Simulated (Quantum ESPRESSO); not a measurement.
Crystal: Rb.

```
CELL_PARAMETERS angstrom
-2.80250 2.80250 2.80250
2.80250 -2.80250 2.80250
2.80250 2.80250 -2.80250
ATOMIC_POSITIONS crystal
Rb 0.00000 0.00000 0.00000
```

Base run:

| Quantity | Value |
| --- | --- |
| Program | Quantum ESPRESSO 7.5 |
| Functional | PBE |
| Potentials or basis | PseudoDojo 0.4.1 SR PBE standard |
| Cutoff | 626 eV |
| Density cutoff | 2503 eV |
| k mesh | 7 × 7 × 7 |
| Occupations | fermi-dirac, width 0.05 eV |
| Spin | no spin polarisation |

Its results: band gap on the k mesh none (metal or under the smearing width); pressure 0.1 GPa.

Problem. The run is repeated on the same cell with these changes: functional from PBE to LDA; potentials or basis from PseudoDojo 0.4.1 SR PBE standard to PseudoDojo 0.4.1 SR LDA standard; cutoff from 626 eV to 571 eV; density cutoff from 2503 eV to 2286 eV. What comes out?

Solution. Band gap on the k mesh none (metal or under the smearing width); pressure -0.4 GPa.

Caveats: some levels on the path didn't converge (some runs).
